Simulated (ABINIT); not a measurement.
A run of ABINIT 10.8.3 (patched build):

The input run.abi:

```
# Pseudopotentials
pp_dirpath "./"
pseudos "Fe.GGA_PBE-JTH.xml, O.GGA_PBE-JTH.xml"

# Structure
acell 5.8165493714 5.8165493714 5.8165493714
rprim
    -0.5205039071     0.5205039071     0.6768687948
     0.5205039071    -0.5205039071     0.6768687948
     0.5205039071     0.5205039071    -0.6768687948
ntypat 2
znucl 26 8
natom 2
typat 1 2
xred
     0.0000000000     0.0000000000     0.0000000000
     0.5000000000     0.5000000000     0.0000000000

# Plane-wave basis
ecut 31.0
pawecutdg 53.0
pawxcdev 0

# k points
kptopt 1
ngkpt 10 10 10
nshiftk 1
shiftk 0.0 0.0 0.0

# Exchange and correlation
ixc 23

# Bands and occupations
nband 16
occopt 3
tsmear 0.05 eV

# Spin
nsppol 2
spinat
     0.0000000000     0.0000000000     3.0000000000
     0.0000000000     0.0000000000     0.0000000000

# SCF cycle
nstep 100
tolvrs 1.0e-9

# Output
iomode 3
prtwf 0
prtden 0
prteig 0
prtebands 0
enunit 2
```

Potentials or basis: JTH PAW PBE v2.0.

The run is started by

```sh
$ abinit run.abi > log 2>&1
```

Hardware: 1 thread of Arm Neoverse V2, with other jobs on the host.

Task: How long does it take, and how much memory?

Result: Wall time 2.8 min on 1 thread of Arm Neoverse V2, on a shared host, peak memory 0.2 GiB. Counts: scf iterations 20, mpi ranks 1, k points 102, bands 16, plane waves 1210.
